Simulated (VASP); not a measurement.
# ZrC (P6_3/mmc) in VASP: notebook

One crystal, ZrC, is run at these levels: PBE; tasks: single point.

All numbers are computed with VASP 6.6.1; they aren't measurements. Logs are shortened: lines on timing, memory, paths and dates and some standing lists are left out, and cuts for length are marked.

## 1. The structure

The structure is hexagonal, space group P6_3/mmc (No. 194). Conventional cell: a = 3.422 Å, b = 3.422 Å, c = 5.140 Å, α = 90.00°, β = 90.00°, γ = 120.00°. Around Zr (site symmetry -6m2) lie 6 C at 2.36 Å. C (site symmetry -3m) has 6 Zr at 2.36 Å and 2 C at 2.57 Å as nearest neighbours.

The cell comes from a database or a generator and needn't be the stable form of this composition.

## 2. Single point, PBE

INCAR

```
PREC     = Accurate       # precision mode
ENCUT    = 520            # plane-wave cutoff, eV
EDIFF    = 1E-6           # SCF threshold, eV
ISMEAR   = 0              # smearing method
SIGMA    = 0.15           # smearing width, eV
LREAL    = F              # projectors in reciprocal space
LASPH    = T              # aspherical terms in the spheres
NELM     = 100            # most SCF steps
ALGO     = Fast           # electronic algorithm
ISIF     = 2              # what is computed and relaxed
LWAVE    = F              # write WAVECAR
LCHARG   = F              # write CHGCAR
GGA      = PE             # functional
NBANDS   = 24             # bands
```

KPOINTS

```
regular mesh
0
Gamma
  18 18 10
```

POSCAR

```
ZrC
1.0
    3.4220096115      0.0000000000      0.0000000000
   -1.7110048058      2.9635472556      0.0000000000
    0.0000000000      0.0000000000      5.1404796478
Zr C
2 2
Direct
    0.3333333333      0.6666666667      0.2500000000
    0.6666666667      0.3333333333      0.7500000000
    0.0000000000      0.0000000000      0.0000000000
    0.0000000000      0.0000000000      0.5000000000
```

Potentials or basis: VASP PAW PBE potentials, release 64 (Zr_sv, C).

Launch:

```bash
> cat potpaw_PBE.64/Zr_sv/POTCAR potpaw_PBE.64/C/POTCAR > POTCAR
> mpirun -np 1 vasp_std > vasp.out
```

OUTCAR:

```text
PREC = Accurate
   ENCUT = 520
   EDIFF = 1E-6
   ISMEAR = 0
   LREAL = F
   LASPH = T
   NELM = 100
   ISIF = 2
   GGA = PE

 ion  position               nearest neighbor table
   1  0.333  0.667  0.250-   3 2.36   4 2.36   3 2.36   4 2.36   3 2.36   4 2.36   2 3.24   2 3.24
                             2 3.24   2 3.24   2 3.24   2 3.24
   2  0.667  0.333  0.750-   3 2.36   4 2.36   3 2.36   4 2.36   3 2.36   4 2.36   1 3.24   1 3.24
                             1 3.24   1 3.24   1 3.24   1 3.24
   3  0.000  0.000  0.000-   1 2.36   2 2.36   2 2.36   1 2.36   2 2.36   1 2.36
   4  0.000  0.000  0.500-   1 2.36   2 2.36   2 2.36   1 2.36   2 2.36   1 2.36

  LATTYP: Found a hexagonal cell.
 ALAT       =     3.4220096115
 C/A-ratio  =     1.5021815341

  Lattice vectors:

 A1 = (   3.4220096115,   0.0000000000,   0.0000000000)
 A2 = (  -1.7110048058,   2.9635472556,   0.0000000000)
 A3 = (   0.0000000000,   0.0000000000,   5.1404796478)

Analysis of symmetry for initial positions (statically):
=====================================================================
 Subroutine PRICEL returns:
 Original cell was already a primitive cell.

 Routine SETGRP: Setting up the symmetry group for a
 hexagonal supercell.

 Subroutine GETGRP returns: Found 24 space group operations
 (whereof 12 operations were pure point group operations)
 out of a pool of 24 trial point group operations.

The static configuration has the point symmetry D_3d.
 The point group associated with its full space group is D_6h.

Analysis of symmetry for dynamics (positions and initial velocities):
=====================================================================
 Subroutine PRICEL returns:
 Original cell was already a primitive cell.

 Routine SETGRP: Setting up the symmetry group for a
 hexagonal supercell.

 Subroutine GETGRP returns: Found 24 space group operations
 (whereof 12 operations were pure point group operations)
 out of a pool of 24 trial point group operations.

The dynamic configuration has the point symmetry D_3d.
 The point group associated with its full space group is D_6h.

 Subroutine INISYM returns: Found 24 space group operations
 (whereof 12 operations are pure point group operations),
 and found     1 'primitive' translations

----------------------------------------------------------------------------------------

                                     Primitive cell

  volume of cell :      52.1311

  direct lattice vectors                    reciprocal lattice vectors
     3.422009612  0.000000000  0.000000000     0.292225947  0.168716729  0.000000000
    -1.711004806  2.963547256  0.000000000     0.000000000  0.337433459  0.000000000
     0.000000000  0.000000000  5.140479648     0.000000000  0.000000000  0.194534376

  length of vectors
     3.422009612  3.422009612  5.140479648     0.337433459  0.337433459  0.194534376

  position of ions in fractional coordinates (direct lattice)
     0.333333333  0.666666667  0.250000000
     0.666666667  0.333333333  0.750000000
     0.000000000  0.000000000  0.000000000
     0.000000000  0.000000000  0.500000000

  ion indices of the primitive-cell ions
   primitive index   ion index
                 1           1
                 2           2
                 3           3
                 4           4

----------------------------------------------------------------------------------------

 KPOINTS: regular mesh

Automatic generation of k-mesh.
 Grid dimensions read from file:
 generate k-points for:   18   18   10

 Generating k-lattice:

  Cartesian coordinates                     Fractional coordinates (reciprocal lattice)
     0.016234775  0.009373152  0.000000000     0.055555556  0.000000000  0.000000000
     0.000000000  0.018746303  0.000000000     0.000000000  0.055555556  0.000000000
     0.000000000  0.000000000  0.019453438     0.000000000  0.000000000  0.100000000

  Length of vectors
     0.018746303  0.018746303  0.019453438

  Shift w.r.t. Gamma in fractional coordinates (k-lattice)
     0.000000000  0.000000000  0.000000000

 Subroutine IBZKPT returns following result:
 ===========================================

 Found    222 irreducible k-points:

 Following reciprocal coordinates:
            Coordinates               Weight
  0.000000  0.000000  0.000000      1.000000
  0.055556  0.000000  0.000000      6.000000
  0.111111  0.000000  0.000000      6.000000
  0.166667  0.000000  0.000000      6.000000
  0.222222  0.000000  0.000000      6.000000
  0.277778  0.000000  0.000000      6.000000
[... 16 lines left out ...]
  0.333333  0.111111  0.000000     12.000000
  0.388889  0.111111  0.000000     12.000000
 [... further k-points ...]
   k-points           NKPTS =    222   k-points in BZ     NKDIM =    222   number of bands    NBANDS=     24
   number of dos      NEDOS =    301   number of ions     NIONS =      4
   total plane-waves  NPLWV =  31360
   dimension x,y,z NGX =    28 NGY =   28 NGZ =   40
   dimension x,y,z NGXF=    56 NGYF=   56 NGZF=   80
   ions per type =               2   2
   NGX,Y,Z   is equivalent  to a cutoff of  13.60, 13.60, 12.94 a.u.
   NGXF,Y,Z  is equivalent  to a cutoff of  27.21, 27.21, 25.87 a.u.
 SYSTEM =  unknown system
   PREC   = accura    normal or accurate (medium, high low for compatibility)
   ISTART =      0    job   : 0-new  1-cont  2-samecut
   ICHARG =      2    charge: 1-file 2-atom 10-const
   ISPIN  =      1    spin polarized calculation?
   LNONCOLLINEAR =      F non collinear calculations
   LSORBIT =      F    spin-orbit coupling
   LASPH  =      T    aspherical Exc in radial PAW
   ENCUT  =  520.0 eV  38.22 Ry    6.18 a.u.   6.36  6.36  9.56*2*pi/ulx,y,z
   NELM   =    100;   NELMIN=  2; NELMDL= -5     # of ELM steps
   EDIFF  = 0.1E-05   stopping-criterion for ELM
   LREAL  =      F    real-space projection
   EDIFFG = 0.1E-04   stopping-criterion for IOM
   NSW    =      0    number of steps for IOM
   IBRION =     -1    ionic relax: 0-MD 1-quasi-New 2-CG
   NFREE  =      0    steps in history (QN), initial steepest desc. (CG)
   ISIF   =      2    stress and relaxation
   ISYM   =      2    0-nonsym 1-usesym 2-fastsym
   POTIM  = 0.5000    time-step for ionic-motion
   TEBEG  =    0.0;   TEEND  =   0.0 temperature during run
   PSTRESS=    0.0 pullay stress
   NELECT =      32.0000    total number of electrons
   NUPDOWN=      -1.0000    fix difference up-down
   EMIN   =  10.00;   EMAX   =-10.00  energy-range for DOS
   EFERMI =   0.00;   METHOD = LEGACY
   ISMEAR =     0;   SIGMA  =   0.15  broadening in eV -4-tet -1-fermi 0-gaus
   EFERMI_NEDOS =   21; number of points for ismear=-14 and -15
   IALGO  =     68    algorithm
   IMIX   =      4    mixing-type and parameters
     AMIX     =   0.40;   BMIX     =  1.00
     AMIX_MAG =   1.60;   BMIX_MAG =  1.00
  volume/ion in A,a.u.               =      13.03        87.95
  Fermi-wavevector in a.u.,A,eV,Ry     =   1.391316  2.629207 26.337633  1.935761
  Thomas-Fermi vector in A             =   2.515167
   LORBIT       =      0    0 simple, 1 ext, 2 COOP (PROOUT), +10 PAW based schemes
   GGA     = PE    functional components
   LHFCALC =     F    Hartree Fock is set to
   AEXX    =    0.0000 exact exchange contribution
   IVDW    =     0    specifies the selected vdW correction
   LEPSILON=     F    determine dielectric tensor
   LRPA    =     F    only Hartree local field effects (RPA)
 non-spin polarized calculation
 RMM-DIIS sequential band-by-band and
 Gauss-broadening in eV      SIGMA  =   0.15
  energy-cutoff  :      520.00
  volume of cell :       52.13
 maximum number of plane-waves:      1429
 NGX is ok and might be reduce to    28

 number of electron      32.0000001 magnetization

 Free energy of the ion-electron system (eV)
  ---------------------------------------------------
  ext. energy  EPLUGINS =         0.00000000
  ---------------------------------------------------
  free energy    TOTEN  =       -38.21666629 eV

  energy without entropy =      -38.20885129  energy(sigma->0) =      -38.21275879

 E-fermi :  10.0655     XC(G=0): -12.1194

 val. band max:       10.0457163071   @ k =   0.0556   0.0000   0.2000
 cond. band min:      10.0776453202   @ k =   0.2778   0.2222   0.3000
 fundamental gap:      0.0319290131
 Fermi energy:        10.0655109337

 k-point     1 :       0.0000    0.0000    0.0000
  band No.  band energies     occupation
      1     -38.4445      2.00000
      2     -38.3098      2.00000
      3     -17.0357      2.00000
      4     -16.3237      2.00000
      5     -16.3237      2.00000
      6     -16.2008      2.00000
[... 16 lines left out ...]
     23      14.3416      0.00000
     24      17.5444      0.00000

 k-point     2 :       0.0556    0.0000    0.0000
  band No.  band energies     occupation
      1     -38.4421      2.00000
      2     -38.3092      2.00000
      3     -17.0266      2.00000
      4     -16.3407      2.00000
      5     -16.3311      2.00000
      6     -16.2168      2.00000
[... 16 lines left out ...]
     23      14.4776      0.00000
     24      17.4280      0.00000

 k-point     3 :       0.1111    0.0000    0.0000
  band No.  band energies     occupation
      1     -38.4352      2.00000
      2     -38.3077      2.00000
      3     -16.9999      2.00000
      4     -16.3903      2.00000
      5     -16.3512      2.00000
      6     -16.2618      2.00000
[... 16 lines left out ...]
     23      14.8641      0.00000
     24      17.1371      0.00000
[... 514 lines left out ...]
 k-point    23 :       0.3333    0.1111    0.0000
  band No.  band energies     occupation
      1     -38.3614      2.00000
      2     -38.3038      2.00000
      3     -16.8272      2.00000
      4     -16.6774      2.00000
      5     -16.6238      2.00000
      6     -16.4982      2.00000
[... 16 lines left out ...]
     23      15.2325      0.00000
     24      15.9337      0.00000

 k-point    24 :       0.3889    0.1111    0.0000
  band No.  band energies     occupation
      1     -38.3509      2.00000
      2     -38.3063      2.00000
      3     -16.8739      2.00000
      4     -16.6395      2.00000
      5     -16.6226      2.00000
      6     -16.5292      2.00000
[... 16 lines left out ...]
     23      15.3440      0.00000
     24      15.7216      0.00000

 [... further k-points ...]

------------------------ aborting loop because EDIFF is reached ----------------------------------------

  FORCE on cell =-STRESS in cart. coord.  units (eV):
  Direction    XX          YY          ZZ          XY          YZ          ZX
  --------------------------------------------------------------------------------------
  -------------------------------------------------------------------------------------
  Total       -0.8408304     -0.8408304      1.6684381      0.0000000      0.0000000      0.0000000
  in kB      -25.8417718    -25.8417718     51.2771601      0.0000000      0.0000000      0.0000000
  external PRESSURE =      -0.1354612 kB  Pullay stress =       0.0000000 kB

 VOLUME and BASIS-vectors are now :
 -----------------------------------------------------------------------------
  energy-cutoff  :      520.00
  volume of cell :       52.13
      direct lattice vectors                 reciprocal lattice vectors
     3.422009612  0.000000000  0.000000000     0.292225947  0.168716729  0.000000000
    -1.711004806  2.963547256  0.000000000     0.000000000  0.337433459  0.000000000
     0.000000000  0.000000000  5.140479648     0.000000000  0.000000000  0.194534376

 POSITION                                       TOTAL-FORCE (eV/Angst)
 -----------------------------------------------------------------------------------
     -0.00000      1.97570      1.28512        -0.000000     -0.000000      0.000000
      1.71100      0.98785      3.85536         0.000000      0.000000      0.000000
      0.00000      0.00000      0.00000        -0.000000     -0.000000      0.000000
      0.00000      0.00000      2.57024        -0.000000     -0.000000      0.000000
 -----------------------------------------------------------------------------------
    total drift:                               -0.000000      0.000000     -0.000000

  FREE ENERGIE OF THE ION-ELECTRON SYSTEM (eV)
  ---------------------------------------------------
  free  energy   TOTEN  =       -38.2166662883 eV

  energy  without entropy=      -38.2088512877  energy(sigma->0) =      -38.21275879
```

It took 3.4 min on 1 thread of Intel Xeon 6975P-C (Granite Rapids), shared host; peak memory 0.35 GiB.

What came out:

- Free energy: -38.2167 eV
- Pressure: 0.0 GPa
- Band gap on the k mesh: none (metal or under the smearing width)

Stress tensor (GPa, compression positive):
```
-2.58  0.00  0.00
 0.00 -2.58  0.00
 0.00  0.00  5.13
```

## 3. Single point, PBE

This run uses another cell than the first one, of the same volume but with other edges.

INCAR

```
SYSTEM = ZrC
PREC = Accurate
ENCUT = 520
EDIFF = 1E-7
ISMEAR = 0
SIGMA = 0.15
LREAL = .FALSE.
LASPH = .TRUE.
NELM = 100
ALGO = Fast
ISIF = 2
LWAVE = .FALSE.
LCHARG = .FALSE.
GGA = PE
NBANDS = 24
```

KPOINTS

```
regular mesh
0
G
  18 18 10
  0 0 0
```

POSCAR

```
ZrC
1.0
    3.4709020688      0.0000000000      0.0000000000
   -1.7354510344      3.0058893656      0.0000000000
    0.0000000000      0.0000000000      4.9966781194
Zr C
2 2
Direct
    0.3333333333      0.6666666667      0.2500000000
    0.6666666667      0.3333333333      0.7500000000
    0.0000000000      0.0000000000      0.0000000000
    0.0000000000      0.0000000000      0.5000000000
```

Potentials or basis: VASP PAW PBE potentials, release 64 (Zr_sv, C).

Launch:

```bash
> cat potpaw_PBE.64/Zr_sv/POTCAR potpaw_PBE.64/C/POTCAR > POTCAR
> mpirun -np 1 vasp_std > vasp.out
```

Wall time 4.6 min (1 thread of Intel Xeon 6975P-C (Granite Rapids), shared host); peak memory 0.36 GiB.

Results (log left out):

```
Free energy            : -38.1127 eV
Pressure               : -0.4 GPa
Band gap on the k mesh : none (metal or under the smearing width)
```

Stress tensor (GPa, compression positive):
```
-5.45  0.00  0.00
 0.00 -5.45  0.00
 0.00  0.00  9.75
```

Levels at points of the mesh, in eV from the Fermi level:
```tsv
k point	band 14	band 15	band 16	band 17	band 18	band 19
(0.00, 0.00, 0.00)	-1.50	-1.50	0.93	1.01	1.01	1.02
(0.50, 0.00, 0.00)	-2.67	-1.85	-1.43	2.20	3.11	3.99
(0.00, 0.00, 0.50)	-3.07	-2.52	-2.52	3.34	3.34	3.34
(0.50, 0.00, 0.50)	-2.59	-2.54	-2.54	1.34	1.34	3.34
```
